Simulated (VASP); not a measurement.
# BaTiO3 (R3m) in VASP: settings compared

One crystal, BaTiO3, is run at these levels: PBEsol, r2SCAN; tasks: single point.

All numbers are computed with VASP 6.6.1; they aren't measurements. Logs are shortened: lines on timing, memory, paths and dates and some standing lists are left out, and cuts for length are marked.

**1. The crystal as given**

It takes space group R3m (No. 160, trigonal). The conventional cell has a = 5.656 Å, b = 5.656 Å, c = 6.952 Å, α = 90.00°, β = 90.00°, γ = 120.00°. Ba (site symmetry 3m) is surrounded by 12 O at 2.77 to 2.90 Å. Ti (site symmetry 3m) has 6 O at 1.88 to 2.13 Å as nearest neighbours. Around O (site symmetry m) lie 2 Ti at 1.88 to 2.13 Å.

The cell is a database's computed one.

**2. Single point, PBEsol**

INCAR reads:

```
PREC     = Accurate       # precision mode
ENCUT    = 520            # plane-wave cutoff, eV
EDIFF    = 1E-6           # SCF threshold, eV
ISMEAR   = 0              # smearing method
SIGMA    = 0.02           # smearing width, eV
LREAL    = False          # projectors in reciprocal space
LASPH    = True           # aspherical terms in the spheres
NELM     = 60             # most SCF steps
ALGO     = Fast           # electronic algorithm
ISIF     = 2              # what is computed and relaxed
LWAVE    = False          # write WAVECAR
LCHARG   = True           # write CHGCAR
GGA      = PS             # functional
LELF     = True           # ELF
LVHAR    = True
```

KPOINTS reads:

```
regular mesh
0
Gamma
  9 9 9
```

POSCAR reads:

```
BaTiO3
1.0
    2.8279900000      1.6327400000      2.3174400000
   -2.8279900000      1.6327400000      2.3174400000
    0.0000000000     -3.2654800000      2.3174400000
Ba Ti O
1 1 3
Direct
    0.0002100000      0.0002100000      0.0002100000
    0.5121600000      0.5121600000      0.5121600000
    0.4886600000      0.9814000000      0.4886600000
    0.4886600000      0.4886600000      0.9814000000
    0.9814000000      0.4886600000      0.4886600000
```

Potentials or basis: VASP PAW PBE potentials, release 64 (Ba_sv, Ti_sv, O).

Run with:

```console
$ cat potpaw_PBE.64/Ba_sv/POTCAR potpaw_PBE.64/Ti_sv/POTCAR potpaw_PBE.64/O/POTCAR > POTCAR
$ mpirun -np 1 vasp_std > vasp.out
```

OUTCAR:

```text
PREC = Accurate
   ENCUT = 520
   EDIFF = 1E-6
   ISMEAR = 0
   LREAL = False
   LASPH = True
   NELM = 60
   ISIF = 2
   GGA = PS

 ion  position               nearest neighbor table
   1  0.000  0.000  0.000-   4 2.77   3 2.77   5 2.77   5 2.83   3 2.83   3 2.83   5 2.83   4 2.83
                             4 2.83   4 2.90   3 2.90   5 2.90   2 3.39   2 3.44   2 3.44   2 3.44
   2  0.512  0.512  0.512-   4 1.88   3 1.88   5 1.88   4 2.13   3 2.13   5 2.13   1 3.39   1 3.44
                             1 3.44   1 3.44   1 3.49   1 3.49   1 3.49   1 3.56
   3  0.489  0.981  0.489-   2 1.88   2 2.13   1 2.77   1 2.83   1 2.83   1 2.90
   4  0.489  0.489  0.981-   2 1.88   2 2.13   1 2.77   1 2.83   1 2.83   1 2.90
   5  0.981  0.489  0.489-   2 1.88   2 2.13   1 2.77   1 2.83   1 2.83   1 2.90

  LATTYP: Found a trigonal (rhomboedric) cell.
 ALAT       =     4.0042346961
 COS(alpha) =     0.0024224070

  Lattice vectors:

 A1 = (   2.8279900000,   1.6327400000,   2.3174400000)
 A2 = (  -2.8279900000,   1.6327400000,   2.3174400000)
 A3 = (   0.0000000000,  -3.2654800000,   2.3174400000)

Analysis of symmetry for initial positions (statically):
=====================================================================
 Subroutine PRICEL returns:
 Original cell was already a primitive cell.

 Routine SETGRP: Setting up the symmetry group for a
 trigonal (rhombohedral) supercell.

 Subroutine GETGRP returns: Found  6 space group operations
 (whereof  6 operations were pure point group operations)
 out of a pool of 12 trial point group operations.

The static configuration has the point symmetry C_3v.

Analysis of symmetry for dynamics (positions and initial velocities):
=====================================================================
 Subroutine PRICEL returns:
 Original cell was already a primitive cell.

 Routine SETGRP: Setting up the symmetry group for a
 trigonal (rhombohedral) supercell.

 Subroutine GETGRP returns: Found  6 space group operations
 (whereof  6 operations were pure point group operations)
 out of a pool of 12 trial point group operations.

The dynamic configuration has the point symmetry C_3v.

 Subroutine INISYM returns: Found  6 space group operations
 (whereof  6 operations are pure point group operations),
 and found     1 'primitive' translations

----------------------------------------------------------------------------------------

                                     Primitive cell

  volume of cell :      64.2029

  direct lattice vectors                    reciprocal lattice vectors
     2.827990000  1.632740000  2.317440000     0.176804020  0.102077898  0.143836877
    -2.827990000  1.632740000  2.317440000    -0.176804020  0.102077898  0.143836877
     0.000000000 -3.265480000  2.317440000     0.000000000 -0.204155795  0.143836877

  length of vectors
     4.004234696  4.004234696  4.004233732     0.249737074  0.249737074  0.249737134

  position of ions in fractional coordinates (direct lattice)
     0.000210000  0.000210000  0.000210000
     0.512160000  0.512160000  0.512160000
     0.488660000  0.981400000  0.488660000
     0.488660000  0.488660000  0.981400000
     0.981400000  0.488660000  0.488660000

  ion indices of the primitive-cell ions
   primitive index   ion index
                 1           1
                 2           2
                 3           3
                 4           4
                 5           5

----------------------------------------------------------------------------------------

 KPOINTS: regular mesh

Automatic generation of k-mesh.
 Grid dimensions read from file:
 generate k-points for:    9    9    9

 Generating k-lattice:

  Cartesian coordinates                     Fractional coordinates (reciprocal lattice)
     0.019644891  0.011341989  0.015981875     0.111111111 -0.000000000  0.000000000
    -0.019644891  0.011341989  0.015981875    -0.000000000  0.111111111  0.000000000
     0.000000000 -0.022683977  0.015981875     0.000000000  0.000000000  0.111111111

  Length of vectors
     0.027748564  0.027748564  0.027748570

  Shift w.r.t. Gamma in fractional coordinates (k-lattice)
     0.000000000  0.000000000  0.000000000

 Subroutine IBZKPT returns following result:
 ===========================================

 Found     85 irreducible k-points:

 Following reciprocal coordinates:
            Coordinates               Weight
  0.000000  0.000000  0.000000      1.000000
  0.111111  0.000000  0.000000      6.000000
  0.222222  0.000000  0.000000      6.000000
  0.333333  0.000000  0.000000      6.000000
  0.444444  0.000000  0.000000      6.000000
  0.111111  0.111111  0.000000      6.000000
[... 16 lines left out ...]
 -0.333333  0.333333  0.000000      6.000000
  0.444444  0.444444  0.000000      6.000000
 [... further k-points ...]
   k-points           NKPTS =     85   k-points in BZ     NKDIM =     85   number of bands    NBANDS=     24
   number of dos      NEDOS =    301   number of ions     NIONS =      5
   total plane-waves  NPLWV =  27000
   dimension x,y,z NGX =    30 NGY =   30 NGZ =   30
   dimension x,y,z NGXF=    60 NGYF=   60 NGZF=   60
   ions per type =               1   1   3
   NGX,Y,Z   is equivalent  to a cutoff of  12.46, 12.46, 12.46 a.u.
   NGXF,Y,Z  is equivalent  to a cutoff of  24.91, 24.91, 24.91 a.u.
 SYSTEM =  unknown system
   PREC   = accura    normal or accurate (medium, high low for compatibility)
   ISTART =      0    job   : 0-new  1-cont  2-samecut
   ICHARG =      2    charge: 1-file 2-atom 10-const
   ISPIN  =      1    spin polarized calculation?
   LNONCOLLINEAR =      F non collinear calculations
   LSORBIT =      F    spin-orbit coupling
   LASPH  =      T    aspherical Exc in radial PAW
   ENCUT  =  520.0 eV  38.22 Ry    6.18 a.u.   7.45  7.45  7.45*2*pi/ulx,y,z
   NELM   =     60;   NELMIN=  2; NELMDL= -5     # of ELM steps
   EDIFF  = 0.1E-05   stopping-criterion for ELM
   LREAL  =      F    real-space projection
[... 7 lines left out ...]
   TEBEG  =    0.0;   TEEND  =   0.0 temperature during run
   PSTRESS=    0.0 pullay stress
   NELECT =      40.0000    total number of electrons
   NUPDOWN=      -1.0000    fix difference up-down
   EMIN   =  10.00;   EMAX   =-10.00  energy-range for DOS
   EFERMI =   0.00;   METHOD = LEGACY
   ISMEAR =     0;   SIGMA  =   0.02  broadening in eV -4-tet -1-fermi 0-gaus
   EFERMI_NEDOS =   21; number of points for ismear=-14 and -15
   IALGO  =     68    algorithm
   IMIX   =      4    mixing-type and parameters
     AMIX     =   0.40;   BMIX     =  1.00
     AMIX_MAG =   1.60;   BMIX_MAG =  1.00
  volume/ion in A,a.u.               =      12.84        86.65
  Fermi-wavevector in a.u.,A,eV,Ry     =   1.398224  2.642259 26.599786  1.955029
  Thomas-Fermi vector in A             =   2.521403
   LORBIT       =      0    0 simple, 1 ext, 2 COOP (PROOUT), +10 PAW based schemes
   GGA     = PS    functional components
   LHFCALC =     F    Hartree Fock is set to
   AEXX    =    0.0000 exact exchange contribution
   IVDW    =     0    specifies the selected vdW correction
   LEPSILON=     F    determine dielectric tensor
   LRPA    =     F    only Hartree local field effects (RPA)
 non-spin polarized calculation
 RMM-DIIS sequential band-by-band and
 Gauss-broadening in eV      SIGMA  =   0.02
  energy-cutoff  :      520.00
  volume of cell :       64.20
 maximum number of plane-waves:      1755
 NGX is ok and might be reduce to    30
   NGX = 15   NGY = 15   NGZ = 15

 number of electron      39.9999999 magnetization

 Free energy of the ion-electron system (eV)
  ---------------------------------------------------
  ext. energy  EPLUGINS =         0.00000000
  ---------------------------------------------------
  free energy    TOTEN  =       -42.00851846 eV

  energy without entropy =      -42.00851846  energy(sigma->0) =      -42.00851846

 E-fermi :   3.8044     XC(G=0): -11.4954

 val. band max:        3.5941659909   @ k =   0.4444   0.4444   0.4444
 cond. band min:       5.9051464924   @ k =   0.0000   0.0000   0.0000
 fundamental gap:      2.3109805015
 Fermi energy:         3.8044264490

 k-point     1 :       0.0000    0.0000    0.0000
  band No.  band energies     occupation
      1     -52.4391      2.00000
      2     -28.8035      2.00000
      3     -28.8034      2.00000
      4     -28.7992      2.00000
      5     -21.1189      2.00000
      6     -13.1256      2.00000
[... 16 lines left out ...]
     23       8.5705      0.00000
     24       8.5746      0.00000

 k-point     2 :       0.1111    0.0000    0.0000
  band No.  band energies     occupation
      1     -52.4390      2.00000
      2     -28.8090      2.00000
      3     -28.8032      2.00000
      4     -28.7998      2.00000
      5     -21.1050      2.00000
      6     -13.1321      2.00000
[... 16 lines left out ...]
     23       8.8103      0.00000
     24       8.8166      0.00000

 k-point     3 :       0.2222    0.0000    0.0000
  band No.  band energies     occupation
      1     -52.4387      2.00000
      2     -28.8248      2.00000
      3     -28.8026      2.00000
      4     -28.7995      2.00000
      5     -21.0693      2.00000
      6     -13.1813      2.00000
[... 16 lines left out ...]
     23       9.4139      0.00000
     24       9.5000      0.00000
[... 514 lines left out ...]
 k-point    23 :      -0.3333    0.3333    0.0000
  band No.  band energies     occupation
      1     -52.4375      2.00000
      2     -28.8426      2.00000
      3     -28.8384      2.00000
      4     -28.7987      2.00000
      5     -20.9616      2.00000
      6     -13.0049      2.00000
[... 16 lines left out ...]
     23       7.3986      0.00000
     24      11.1003      0.00000

 k-point    24 :       0.4444    0.4444    0.0000
  band No.  band energies     occupation
      1     -52.4371      2.00000
      2     -28.8527      2.00000
      3     -28.8498      2.00000
      4     -28.7978      2.00000
      5     -20.9244      2.00000
      6     -12.8113      2.00000
[... 16 lines left out ...]
     23      11.6282      0.00000
     24      11.8453      0.00000

 [... further k-points ...]

------------------------ aborting loop because EDIFF is reached ----------------------------------------

  FORCE on cell =-STRESS in cart. coord.  units (eV):
  Direction    XX          YY          ZZ          XY          YZ          ZX
  --------------------------------------------------------------------------------------
  -------------------------------------------------------------------------------------
  Total        0.0499649      0.0499649      0.0588545      0.0000000      0.0000000     -0.0000000
  in kB        1.2468700      1.2468688      1.4687074      0.0000000      0.0000000     -0.0000000
  external PRESSURE =       1.3208154 kB  Pullay stress =       0.0000000 kB

 VOLUME and BASIS-vectors are now :
 -----------------------------------------------------------------------------
  energy-cutoff  :      520.00
  volume of cell :       64.20
      direct lattice vectors                 reciprocal lattice vectors
     2.827990000  1.632740000  2.317440000     0.176804020  0.102077898  0.143836877
    -2.827990000  1.632740000  2.317440000    -0.176804020  0.102077898  0.143836877
     0.000000000 -3.265480000  2.317440000     0.000000000 -0.204155795  0.143836877

 POSITION                                       TOTAL-FORCE (eV/Angst)
 -----------------------------------------------------------------------------------
      0.00000      0.00000      0.00146         0.000000      0.000000     -0.005037
      0.00000      0.00000      3.56070         0.000000      0.000000     -0.004774
     -1.39346      0.80452      4.53922        -0.003350      0.001934      0.003270
      0.00000     -1.60903      4.53922         0.000000     -0.003868      0.003270
      1.39346      0.80452      4.53922         0.003350      0.001934      0.003270
 -----------------------------------------------------------------------------------
    total drift:                               -0.000000     -0.000017      0.001457

  FREE ENERGIE OF THE ION-ELECTRON SYSTEM (eV)
  ---------------------------------------------------
  free  energy   TOTEN  =       -42.0085184605 eV

  energy  without entropy=      -42.0085184605  energy(sigma->0) =      -42.00851846
```

Run time: 4.3 min. Hardware: 1 thread of Intel Xeon Platinum 8559C (Emerald Rapids), shared host; peak memory 0.26 GiB.

Results:

```
Free energy            : -42.0085 eV
Pressure               : 0.1 GPa
Largest force          : 0.005 eV/Å
Band gap on the k mesh : 2.31 eV, indirect (least direct gap 2.65 eV)
```

Forces in eV/Å, atoms in the order of the input:
```
Ba   0.000  0.000 -0.005
Ti   0.000  0.000 -0.005
O   -0.003  0.002  0.003
O    0.000 -0.004  0.003
O    0.003  0.002  0.003
```

Caveat: the PAW data sets were made with another functional, which shifts forces and pressure a little; spin-orbit coupling is left out, which moves the levels of the heavy elements; an odd mesh through Γ misses points on the zone boundary, where band edges often lie.

**3. Single point, PBEsol**

INCAR: that of step 2 with these lines changed.

```diff
@@ -1,3 +1,3 @@
 PREC     = Accurate       # precision mode
-ENCUT    = 520            # plane-wave cutoff, eV
+ENCUT    = 900            # plane-wave cutoff, eV
 EDIFF    = 1E-6           # SCF threshold, eV
```

KPOINTS reads:

```
regular mesh
0
Gamma
  6 6 6
```

POSCAR is that of step 2.

Potentials or basis: VASP PAW PBE potentials, release 64 (Ba_sv, Ti_sv, O_h).

Run with:

```console
$ cat potpaw_PBE.64/Ba_sv/POTCAR potpaw_PBE.64/Ti_sv/POTCAR potpaw_PBE.64/O_h/POTCAR > POTCAR
$ mpirun -np 1 vasp_std > vasp.out
```

Wall time 4.2 min (1 thread of Intel Xeon Platinum 8559C (Emerald Rapids), shared host); peak memory 0.35 GiB.

It converged, with:

| Item | Value |
| --- | --- |
| Free energy | -42.0316 eV |
| Pressure | -0.4 GPa |
| Largest force | 0.031 eV/Å |
| Band gap on the k mesh | 2.28 eV, indirect (least direct gap 2.66 eV) |

Forces in eV/Å, atoms in the order of the input:
```
Ba   0.000  0.000 -0.008
Ti   0.000  0.000  0.031
O    0.007 -0.004 -0.007
O    0.000  0.008 -0.007
O   -0.007 -0.004 -0.007
```

Levels at points of the mesh, in eV from the valence-band top:
| k point | band 17 | band 18 | band 19 | band 20 | band 21 | band 22 | band 23 | band 24 |
| --- | --- | --- | --- | --- | --- | --- | --- | --- |
| (0.00, 0.00, 0.00) | -1.09 | -0.51 | -0.38 | -0.38 | 2.28 | 2.30 | 4.94 | 4.95 |
| (0.50, 0.00, 0.00) | -1.76 | -1.66 | -0.95 | -0.83 | 2.46 | 3.76 | 3.94 | 7.03 |
| (0.50, 0.50, 0.00) | -1.64 | -0.90 | -0.85 | -0.09 | 3.81 | 3.82 | 4.16 | 7.98 |
| (0.50, 0.50, 0.50) | -2.36 | -0.02 | -0.02 | 0.00 | 4.40 | 6.71 | 7.03 | 7.22 |

Caveat: the cutoff is under 1.25 times the usual one of these potentials, so pressure, stress and relaxed cells hold a basis-set (Pulay) error; the PAW data sets were made with another functional, which shifts forces and pressure a little; spin-orbit coupling is left out, which moves the levels of the heavy elements.

**4. Single point, r2SCAN**

INCAR reads:

```
PREC     = Accurate       # precision mode
ENCUT    = 520            # plane-wave cutoff, eV
EDIFF    = 1E-6           # SCF threshold, eV
ISMEAR   = 0              # smearing method
SIGMA    = 0.02           # smearing width, eV
LREAL    = False          # projectors in reciprocal space
LASPH    = True           # aspherical terms in the spheres
NELM     = 60             # most SCF steps
ALGO     = Normal         # electronic algorithm
ISIF     = 2              # what is computed and relaxed
LWAVE    = False          # write WAVECAR
LCHARG   = True           # write CHGCAR
METAGGA  = R2SCAN         # meta-GGA
LMIXTAU  = True         
LELF     = True           # ELF
LVHAR    = True
```

KPOINTS is that of step 3.

POSCAR is that of step 3.

Potentials or basis: VASP PAW PBE potentials, release 64 (Ba_sv, Ti_sv, O).

Run with:

```console
$ cat potpaw_PBE.64/Ba_sv/POTCAR potpaw_PBE.64/Ti_sv/POTCAR potpaw_PBE.64/O/POTCAR > POTCAR
$ mpirun -np 1 vasp_std > vasp.out
```

Wall time 2.2 min (1 thread of Intel Xeon Platinum 8559C (Emerald Rapids), shared host); peak memory 0.2 GiB.

Results (log left out):

| Item | Value |
| --- | --- |
| Free energy | -74.2567 eV |
| Pressure | 3.4 GPa |
| Largest force | 0.110 eV/Å |
| Band gap on the k mesh | 2.71 eV, indirect (least direct gap 3.10 eV) |

Forces on the atoms (eV/Å):
```
Ba   0.000  0.000 -0.033
Ti   0.000  0.000 -0.110
O   -0.015  0.009  0.048
O    0.000 -0.017  0.048
O    0.015  0.009  0.048
```

Levels at points of the mesh, in eV from the valence-band top:
| k point | band 16 | band 17 | band 18 | band 19 | band 20 | band 21 | band 22 | band 23 | band 24 |
| --- | --- | --- | --- | --- | --- | --- | --- | --- | --- |
| (0.00, 0.00, 0.00) | -1.32 | -1.10 | -0.49 | -0.39 | -0.39 | 2.71 | 2.71 | 2.84 | 4.73 |
| (0.50, 0.00, 0.00) | -2.07 | -1.72 | -1.63 | -0.96 | -0.86 | 2.88 | 4.12 | 4.22 | 4.70 |
| (0.50, 0.50, 0.00) | -2.70 | -1.68 | -0.90 | -0.86 | -0.09 | 4.20 | 4.20 | 4.57 | 5.38 |
| (0.50, 0.50, 0.50) | -2.40 | -2.36 | -0.02 | -0.02 | 0.00 | 4.69 | 4.84 | 4.84 | 7.27 |

Caveat: the PAW data sets were made with another functional, which shifts forces and pressure a little; spin-orbit coupling is left out, which moves the levels of the heavy elements. r2SCAN opens gaps a little over a GGA but as a rule still falls short of measured ones.

**5. Overview**

```csv
level,potentials or basis,k mesh,cutoff (eV),further INCAR settings,gap on the mesh (eV),pressure (GPa),largest force (eV/Å)
PBEsol,"VASP PAW PBE potentials, release 64 (Ba_sv, Ti_sv, O)",9 × 9 × 9,520,ALGO = Fast; EDIFF = 1e-06,2.31,0.1,0.01
PBEsol,"VASP PAW PBE potentials, release 64 (Ba_sv, Ti_sv, O_h)",6 × 6 × 6,900,ALGO = Fast; EDIFF = 1e-06,2.28,-0.4,0.03
r2SCAN,"VASP PAW PBE potentials, release 64 (Ba_sv, Ti_sv, O)",6 × 6 × 6,520,ALGO = Normal; EDIFF = 1e-06,2.71,3.4,0.11
```

Alike in all rows: task single point; no spin polarisation; cell as given; smearing gaussian 0.02 eV.

Caveats: the PAW data sets were made with another functional, which shifts forces and pressure a little; spin-orbit coupling is left out, which moves the levels of the heavy elements; an odd mesh through Γ misses points on the zone boundary, where band edges often lie (some runs); the cutoff is under 1.25 times the usual one of these potentials, so pressure, stress and relaxed cells hold a basis-set (Pulay) error (some runs).

Total energies depend on the potentials used, so only differences within one code and one set of settings carry meaning.
